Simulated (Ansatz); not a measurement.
This is a single-point calculation with Ansatz 0.2.0 on a 2-atom cell of BaO started from a crystallographic database; the level of theory is r2SCAN. The cell was relaxed with r2SCAN and then strained (isotropic -4.88 % on every length), with the atoms relaxed again with r2SCAN; k points keep the names of the unstrained zone.

```yaml
crystal:
  lattice:
    - [0.0, 2.6366720357, 2.6366720357]
    - [2.6366720357, 0.0, 2.6366720357]
    - [2.6366720357, 2.6366720357, 0.0]
  atoms:
    - { symbol: Ba, position: [0.0, 0.0, 0.0] }
    - { symbol: O, position: [0.5, 0.5, 0.5] }
kpoints:
  mp_grid: { grid: [8, 8, 8] }
  band_path:
    path:
      - [0.0, 0.0, 0.0]
      - [0.5, 0.0, 0.5]
      - [0.625, 0.25, 0.625]
      - [0.375, 0.375, 0.75]
      - [0.5, 0.5, 0.5]
      - [0.5, 0.25, 0.75]
      - [0.0, 0.5, 0.5]
    npoints: 1
hamiltonian:
  xc: r2scan
scf:
  occupations: { method: fixed }
  n_extra_bands: 4
output:
  forces: true
  stress: true
  eigenvalues: true
```

In the abridged output below, numbers in square brackets stand for lines, or ends of lines, that were taken out.
```
Functional definition: r2SCAN
Crystal: 2 atoms, lattice volume = 36.660 Å³
Basis set: ecut = 500 eV, 941 PW (Γ)
Bands: 12, of which v1, the nominal top of the filled ones, is band 8 counted from 1 (7 counted from 0)
Symmetry: 48 space group operations
Space group: Fm-3m (ITA 225)
k-points: 29 of 512
NSCF: frozen V_eff on 7 k-points
Free energy (F): -6535.703572 eV
[1]
--- Stress (GPa, compression-positive) ---
[2]
--- Band table (eV; the first three rows and the last of 29) ---
[3]
```

The rows of the band table are 0: (0, 0, 0) = Γ, 1: (0, 0, 1/8), 2: (0, 0, 1/4), 28: (1/4, -1/2, -1/4) = W.

Q: What stood in the gaps? They hold the stress, the Fermi energy and the band table.

A:
```
[1]
Fermi energy:    10.605276 eV
[2]
       16.008453       0.000000       0.000000
        0.000000      16.008453       0.000000
        0.000000       0.000000      16.008453
  P = ⅓ Tr σ = 16.0085 GPa (160.085 kbar)
[3]
  k-point 0: bands = […, 0.1240, 0.1240, 0.1240, 9.6076, 9.6076, 9.6076, 15.5143, 15.5997, 15.5997, 15.5997]
  k-point 1: bands = […, 0.0697, 0.1025, 0.1025, 9.3000, 9.3766, 9.3766, 15.2680, 15.9111, 15.9111, 16.2433]
  k-point 2: bands = […, -0.0534, 0.0520, 0.0520, 8.6883, 8.8819, 8.8819, 15.1744, 16.7735, 16.7735, 17.8447]
  k-point 28: bands = […, -1.5076, -1.5076, 0.0523, 8.5208, 10.2496, 10.2496, 15.3694, 15.3694, 18.7296, 21.0361]
```
Only the leading digits can be foreseen; the rest is this run's record.

r2SCAN gives a direct gap of 1.75 eV at X. Edges are sought over the mesh and the listed points. At this geometry r2SCAN finds +16.01 GPa, compression counted positive: its own equilibrium volume is larger.

Command: `ansatz run input.yaml --threads 4 --pin off --max-ram 5529MiB --backend cpu --events-out ev --progress --plain --runs-dir out`.

Q: It took 1.2 s on 4 threads of Arm Neoverse V1 (shared host). What peak of host memory did it reach?

A: About 0.42 GiB.

The values are computed, spin-unpolarised, and not measurements.

Spin-orbit coupling is left out.
